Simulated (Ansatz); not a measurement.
# Ru (Ruthenium) (001): surface energy and levels, part 2 of 2

Aim: for Ru (Ruthenium), cut the (001) surface, relax it and get its surface energy and levels.

Ansatz 0.2.0; DFT PBE, scalar-relativistic, plane waves, PAW.

### 5 All atoms of the slab relaxed

input.yaml reads:

```yaml
crystal:
  lattice:
    - [2.7200250912, 0.0, 0.0]
    - [-1.3600125456, 2.3556108279, 0.0]
    - [0.0, 0.0, 19.2967694965]
  atoms:
    - { symbol: Ru, position: [0.3333333333, 0.6666666667, 0.3886660926] }
    - { symbol: Ru, position: [0.6666666667, 0.3333333333, 0.5] }
    - { symbol: Ru, position: [0.3333333333, 0.6666666667, 0.6113339074] }
basis:
  ecutwfc: 420
kpoints:
  mp_grid: { grid: [15, 15, 1] }
hamiltonian:
  xc: pbe
scf:
  occupations: { method: gaussian, width: 0.1 }
output:
  forces: true
  eigenvalues: true
  write_density: true
  write_potential: true
  elf: true
  volumetric_format: npy
relax:
  adjacent_minimum: "off"
  f_tol: 0.02
  max_steps: 60
efield:
  axis: 3
  dipole_correction: true
```

On the command line:

```console
> ansatz run input.yaml --threads 1 --pin off --max-ram 2560MiB --backend cpu --events-out ev --progress --plain --runs-dir out
```

Standard output:

```text
Warning: RAYON_NUM_THREADS=1 ignored (pool sized by the plan → 1); use --threads N
Engine: ansatz 0.2.0, aarch64-unknown-linux-gnu
Pseudopotentials: kind: paw
Pseudopotential: Ru, paw, valence charge 16, recommended cutoff 420 eV (normal), Ru.paw.azcp
Functional definition: PBE
  parameter kappa = 0.804
  parameter beta = 0.06672455060314922
  exchange = pbe_x(kappa = kappa, mu = beta*pi^2/3)
  correlation = pbe_c(beta = beta)
Crystal: 3 atoms, lattice volume = 123.641 Å³
Basis set: ecut = 420 eV, 2411 PW (Γ), exchange–correlation on 40×40×270 points (8 copies of the dense FFT grid, shifted against one another)
Bands: 29, of which v1, the nominal top of the filled ones, is band 24 counted from 1 (23 counted from 0)
Symmetry: 6 space group operations
k-points: 27 of 225 (time reversal used)
Non-local potential: Ru, projectors of the file, l = 0: 3, l = 1: 2, l = 2: 2, l = 3: 1
PAW form: soft (Blöchl's): semilocal exchange-correlation on the pseudo side does not see the compensation charge
PAW one-centre angular grid: Ru, 590 points (default); XC on 64 Gauss nodes
Initial density: superposition of atomic densities (neutral atoms: chi_scale 0, normalization atom), corrected by the library's trained network
Initial wavefunctions: pseudopotential atomic-orbital guess
Functional: x = pbe(κ = 0.804, μ = 0.2195149727645171), c = pbe(β = 0.06672455060314922)
SCF iter   1: F=—  HF=-17633.986011 eV  |F-HF|=—  |Δ(HF+E_count)|=         —  Δρ=9.78e-3  dr2=1.95e-1  ethr=1.77e-3  p=0.000 e·Å  D=1.78e-13 V/Å  ΔV_dip=-0.00 eV  dr2_dipole=3.51e-7  V_vac-E_F(+/−)=4.74/4.74 eV  ⟨swp⟩=7.1  Hψ=3628  notcnv=0
efield: sawtooth ramp at fractional position 0.9500 (placed from the atoms, in the widest stretch of the axis that holds none; the zero of the levels goes with the place), width 0.1000; the density the first Hamiltonian is built on has a dipole p = 0.000 e·Å; the dipole correction subtracts the counter field D = 1.78e-13 V/Å, which shifts the + side's vacuum level by -0.00 eV against the − side's; the planar-averaged density in the ramp window peaks in size at 2.4e-5 e/Å³
preconditioner: auto → LDOS  [metal: Δε(μ)=0.097 eV  Ē_g=4.350 eV  σ=0.100 eV  W_gap=0.46  n_scr=14 (ndim 8)  ℏωp=16.4 eV  f_vac=0.585  D(μ)=1.68/eV (n_scr^D=8)  β→1.0]
SCF iter   2: F=—  HF=-17634.007657 eV  |F-HF|=—  |Δ(HF+E_count)|=   2.16e-2  Δρ=1.29e-2  dr2=5.36e-1  ethr=4.07e-4  p=0.000 e·Å  D=1.23e-5 V/Å  ΔV_dip=-0.00 eV  dr2_dipole=1.84e-6  V_vac-E_F(+/−)=4.83/4.83 eV  ⟨swp⟩=2.4  Hψ=1493  notcnv=0  defer=13  recentre
SCF iter   3: F=—  HF=-17633.977627 eV  |F-HF|=—  |Δ(HF+E_count)|=   3.00e-2  Δρ=3.93e-3  dr2=3.49e-2  ethr=4.07e-4  p=-0.000 e·Å  D=-2.91e-7 V/Å  ΔV_dip=0.00 eV  dr2_dipole=2.80e-8  V_vac-E_F(+/−)=4.86/4.86 eV  ⟨swp⟩=2.3  Hψ=1177  notcnv=0  defer=13
SCF iter   4: F=—  HF=-17633.976654 eV  |F-HF|=—  |Δ(HF+E_count)|=   9.74e-4  Δρ=3.40e-4  dr2=2.47e-4  ethr=7.26e-5  p=0.000 e·Å  D=4.43e-6 V/Å  ΔV_dip=-0.00 eV  dr2_dipole=5.46e-7  V_vac-E_F(+/−)=4.93/4.93 eV  ⟨swp⟩=1.1  Hψ=959  notcnv=0  defer=2
SCF iter   5: F=—  HF=-17633.976475 eV  |F-HF|=—  |Δ(HF+E_count)|=   1.79e-4  Δρ=8.16e-5  dr2=1.98e-5  ethr=5.15e-7  p=0.000 e·Å  D=7.10e-8 V/Å  ΔV_dip=-0.00 eV  dr2_dipole=1.44e-7  V_vac-E_F(+/−)=4.96/4.96 eV  ⟨swp⟩=3.1  Hψ=1597  notcnv=0  defer=2
iter 6 did not close the SCF: its close was put off until two iterations running show no level that it waits for move by more than its bar (scf_convergence_deferred on its scf_iter line)
SCF iter   6: F=-17633.976471 eV  HF=-17633.976476 eV  |F-HF|=5.15e-6  |Δ(HF+E_count)|=   1.75e-6  Δρ=3.52e-5  dr2=6.72e-6  ethr=2.08e-8  p=-0.000 e·Å  D=-3.08e-7 V/Å  ΔV_dip=0.00 eV  dr2_dipole=1.93e-7  V_vac-E_F(+/−)=4.97/4.97 eV  ⟨swp⟩=17.5  Hψ=7959  notcnv=0
SCF iter   7: F=-17633.976476 eV  HF=-17633.976476 eV  |F-HF|=7.04e-7  |Δ(HF+E_count)|=   1.48e-7  Δρ=2.19e-5  dr2=9.40e-7  ethr=1.40e-8  p=0.000 e·Å  D=4.63e-7 V/Å  ΔV_dip=-0.00 eV  dr2_dipole=9.42e-8  V_vac-E_F(+/−)=4.98/4.98 eV  ⟨swp⟩=10.7  Hψ=7005  notcnv=0
SCF 1 converged in 7 iterations: F = -17633.976476 eV  dr2 = 9.40e-7
relax step   1: F+E_penalty+E_count = -17633.97647552 eV  Δ(F+E_penalty+E_count) = +0.000e0 eV  max|allowed force component| = 9.564e-1 eV/Å  Δτ_max = 0.0000 Å  (7 SCF iters, dr2 threshold 1.00e-5 eV, accepted)
[... 12 lines left out ...]
relax step   2: F+E_penalty+E_count = -17633.93039713 eV  Δ(F+E_penalty+E_count) = +4.608e-2 eV  max|allowed force component| = 1.446e0 eV/Å  Δτ_max = 0.1702 Å  (6 SCF iters, dr2 threshold 5.72e-5 eV, rejected (line search))
[... 12 lines left out ...]
relax step   3: F+E_penalty+E_count = -17634.05603764 eV  Δ(F+E_penalty+E_count) = -7.956e-2 eV  max|allowed force component| = 5.017e-2 eV/Å  Δτ_max = 0.0830 Å  (8 SCF iters, accepted)
[... 8 lines left out ...]
relax step   4: F+E_penalty+E_count = -17634.05621756 eV  Δ(F+E_penalty+E_count) = -1.799e-4 eV  max|allowed force component| = 8.600e-5 eV/Å  Δτ_max = 0.0036 Å  (5 SCF iters, accepted)
WARN: The output density's exchange-correlation potential varies sharply where the density is thin. Do not read a vacuum level from v_tot or v_xc, or from such a field of the output density. On a cell that repeats whose density bears no net charge and no dipole along the vacuum's axis use v_es (v_loc + v_h of the components); under efield.dipole_correction with no amplitude use v_es + v_field, which holds any external_charges[].barrier, or the levels of the report's work_function block, which leave it out; under a non-zero efield.amplitude the vacuum is tilted and has no level; on a cell that repeats and bears such a dipole with no correction it is tilted too, and efield.dipole_correction with no amplitude gives each side of its ramp a level where efield: is served; in a cell that repeats whose density bears a net charge (total_charge, or a fill off its count) it is curved and has none; of a slab under crystal.periodic whose density bears no net charge use v_es, which has a level on each side, short of where the two are joined; of another it falls or rises all the way out and has none; of a slab beside external_charges read slab_vacuum_level instead, which it has where they leave it neutral. The grid or the basis barely resolves most such structure, and the values can differ between equally converged runs; as a rule a tighter scf.convergence.dr2_threshold does not remove it. Where the density itself ripples (under the LDA too) a higher basis.ecutwfc lessens it. The files hold the spikes' plane waves up to the density's cutoff. Files: v_tot_of_output_density and the like, and their columns of v_z.tsv (output.write_potential); v_xc_of_output_density and the like, and their columns of v_comp_z.tsv (output.write_potential_components). Measured: with its Gaussian average of σ = 0.25 Å subtracted twice, the exchange-correlation potential is over 0.1 eV at 216 of the grid points where the equally averaged density (valence and model cores) is under 1e-3 e/Å³, and 0.520 eV at the most among them, at an averaged density of 3.5e-8 e/Å³. The input density's (outcome.potential() and, of a run that writes arrays, v_tot and v_xc) is over 0.1 eV, so measured, at 9 points of its own thin density, 0.106 eV at the most. See output.write_potential in the manual, Limitations
SCF converged after 5 iterations
Free energy (F): -17634.056218 eV
Harris-Foulkes:  -17634.056218 eV  (|F-HF|=1.84e-8)
Internal energy: -17634.047791 eV  (E = F + TS)
E sigma→0 (E₀):  -17634.052004 eV
Entropy (-TS):   -0.008427 eV (-2.809 meV/atom)
Fermi energy:    4.525847 eV
Dipole field:    D = 0.000049 V/Å  (p = 0.000033 e·Å, saw-weighted, corrected)
Work function:   Φ+ = 4.9498 eV   Φ− = 4.9508 eV
Levels:          The Fermi level and band energies are counted from a zero that moves with the ramp; work functions are not
--- Per-component energies (eV) ---
  E_band       = -1063.881443
  E_kinetic    = 1539.232358
  E_local      = -53478.910188  (includes V_loc(G=0)·N_el)
  E_nonlocal   = 1031.007853
  E_hartree    = 25612.192318
  E_xc         = -568.623528
  E_vxc        = -713.465701  (∫ρ·V_xc dr)
  E_paw        = -10382.839207  (= ΣΔE_a)
  E_vpaw       = -666.113119  (= ΣTr[D̂ρ^β])
  E_aug_tail   = -0.000548  (compensation charges beyond the density's cutoff)
  E_efield     = 0.000000  (sawtooth field / dipole correction)
  E_vefield    = 0.000000  (∫n·V_field dr)
  E_ewald      = 18613.893151
  E_smearing   = -0.008427  (= −TS)
  E_closure    = -0.000000  (closes the sum)
  Σ components = -17634.056218   (vs F -17634.056218, Δ=0.00e0)
--- Forces (eV/Å), atoms counted from 1 ---
  atom   1  Ru    -0.00000000    -0.00000000     0.00007892
  atom   2  Ru    -0.00000000    -0.00000000    -0.00001305
  atom   3  Ru    -0.00000000    -0.00000000    -0.00008711
  max |Σ_I F_I| component: 2.13e-5 eV/Å
--- Band table (eV; the first three rows and the last of 27) ---
  k-point 0: bands = ["-68.9053", "-68.2416", "-68.2281", "-39.1658", "-38.4889", "-38.4889", "-38.2957", "-38.0320", "-37.8161", "-37.8161", "-37.8065", "-37.8065", "-2.7681", "-1.4928", "-1.0568", "1.5297", "1.5297", "1.9863", "1.9863", "2.1417", "2.2643", "2.6651", "2.6651", "3.7851", "3.7851", "4.1699", "5.1408", "5.1408", "5.6638"]
[... 3 lines left out ...]
--- Relaxed structure (4 steps of the walk, 3 accepted, 0 SCFs on fresh bases) ---
  F+E_penalty+E_count = -17634.05621756 eV   max|allowed force component| = 8.600e-5 eV/Å
  atoms:
    - { symbol: Ru, position: [0.3333333333333333, 0.6666666666666666, 0.3927781538101616] }
    - { symbol: Ru, position: [0.6666666666666665, 0.3333333333333333, 0.5000000142744566] }
    - { symbol: Ru, position: [0.3333333333333333, 0.6666666666666666, 0.6072218319153818] }
```

It took 52 s on 1 thread of Arm Neoverse V1, shared host; peak memory 0.36 GiB.

The steps of the relaxation:

| step | energy from step 1 (eV/cell) | largest force component (eV/Å) |
| --- | --- | --- |
| 1 | 0.0000 | 0.9564 |
| 2 | 0.0461 | 1.4461 |
| 3 | -0.0796 | 0.0502 |
| 4 | -0.0797 | 0.0001 |

Step 1 is the start. Step 2 was tried and not accepted.

From the log: work function 4.95 eV.

Plane-averaged electrostatic potential energy of an electron across the slab, counted from the Fermi level:

z (Å), V (eV) and a bar:
```
     1.72       4.95 ##############################
     2.00       4.95 ##############################
     2.29       4.95 ##############################
     2.57       4.95 ##############################
     2.86       4.95 ##############################
     3.43       4.95 ##############################
     3.72       4.95 ##############################
     4.00       4.94 ##############################
     4.29       4.93 ##############################
     4.57       4.92 ##############################
     4.86       4.88 ##############################
     5.15       4.81 ##############################
     5.43       4.67 ##############################
     6.00       3.77 #############################
     6.29       2.53 ############################
     6.58      -0.05 #########################
     6.86      -6.61 ####################
     7.15     -17.86 #########
     7.43     -26.64 #
     7.72     -26.82 #
     8.00     -18.32 #########
     8.58      -2.64 #######################
     8.86      -5.68 ####################
     9.15     -15.90 ###########
     9.43     -25.87 ##
     9.72     -28.28 
    10.01     -21.48 ######
    10.29     -10.23 ################
    10.58      -3.15 #######################
    11.15     -12.64 ##############
    11.44     -23.37 ####
    11.72     -27.99 
    12.01     -23.04 #####
    12.29     -12.03 ###############
    12.58      -2.54 #######################
    12.86       1.48 ###########################
    13.15       3.26 ############################
    13.72       4.54 ##############################
    14.01       4.75 ##############################
    14.29       4.85 ##############################
    14.58       4.90 ##############################
    14.87       4.93 ##############################
    15.15       4.94 ##############################
    15.44       4.94 ##############################
    15.72       4.95 ##############################
    16.30       4.95 ##############################
    16.58       4.95 ##############################
    16.87       4.95 ##############################
    17.15       4.95 ##############################
    17.44       4.95 ##############################
```

Density in a lattice plane of the grid's cell (edges 2.72 and 19.30 Å, at 0.667 of the third edge), which holds Ru.

Ten even steps from '0' (0.00 e/Å³) to '9' (9.78 e/Å³):
```
000000
000000
000000
000000
000000
000000
001000
169610
000000
100012
000000
169610
001000
000000
000000
000000
000000
000000
000000
000000
```
Columns run along the first of these edges and rows up along the second, over one cell in 6 and 20 even steps from the bottom left corner. Atoms in the plane (fractional): Ru at (0.33, 0.39), Ru at (0.33, 0.61).

ELF in the same plane.

Ten even steps from '0' (0.00) to '9' (0.67):
```
000000
000000
000000
000000
000000
210122
357534
495954
443443
534357
443443
495954
357534
210122
000000
000000
000000
000000
000000
000000
```
Columns run along the first of these edges and rows up along the second, over one cell in 6 and 20 even steps from the bottom left corner. Atoms in the plane (fractional): Ru at (0.33, 0.39), Ru at (0.33, 0.61).

Both are smooth fields of the valence electrons: close to the nuclei they are not physical.

### 6 What the (001) slab gives

The surface energy is (E_slab − N·E_bulk) / 2A, with N = 3 atoms and A = 6.41 Å².

|  | as cut | relaxed |
| --- | --- | --- |
| surface energy, mean of both faces | 2.63 J/m² | 2.53 J/m² |
| work function | 4.98 eV | 4.95 eV |
| dipole along +c (e·Å/cell) | 0.000 | 0.000 |

How the layers moved (bottom to top):

```
plane  atoms  spacing to the next, as cut (Å)  relaxed (Å)  change (%)  rumpling (Å)
    1     Ru                            2.148        2.069        -3.7         0.000
    2     Ru                            2.148        2.069        -3.7         0.000
    3     Ru                                                                   0.000
```

### 7 Summary of results

The summary covers parts 1 to 2.

| quantity | value |
| --- | --- |
| surface energy, (001), cut with Ru on top | 2.53 J/m² |
| work function, (001), cut with Ru on top | 4.95 eV |

In words: On (001) the top spacing contracts by 3.7 %, and relaxation gains 0.101 J/m² a face.
